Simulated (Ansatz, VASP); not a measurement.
# Two plane-wave programs on Zn

```
Zn
1.0
     0.00000    2.59305    2.59305
     2.59305    0.00000    2.59305
     2.59305    2.59305    0.00000
Zn
2
Direct
  0.00000 0.00000 0.00000
  0.25000 0.25000 0.25000
```

The cell was built by a generator and needn't be a form met in nature.

Alike in both runs: task single point; functional PBE; k mesh 6 × 6 × 6; collinear spin.

|  | VASP | Ansatz |
| --- | --- | --- |
| version | VASP 6.6.1 | Ansatz 0.2.0 |
| potentials or method | VASP PAW PBE potentials, release 64 (Zn) | PAW plane waves |
| plane-wave cutoff (eV) | 520 | 420 |
| occupations | fermi-dirac, width 0.1 eV | fermi-dirac |
| valence electrons in the cell | 24 | 24 |

|  | VASP | Ansatz | Ansatz less VASP |
| --- | --- | --- | --- |
| gap on the k mesh at the Fermi level (eV) | none | none | - |
| pressure (GPa) | 23.4 | 22.8 | -0.60 |
| net moment per atom (μB) | 0.00 | 0.00 | 0.000 |

A gap of «none» marks a metal or a gap that the smearing closes. Ansatz warned: «seeded_moment_not_kept».

Caveats: so large a pressure means that the cell lies far from this level's equilibrium, or that cutoff or potentials fall short (VASP).
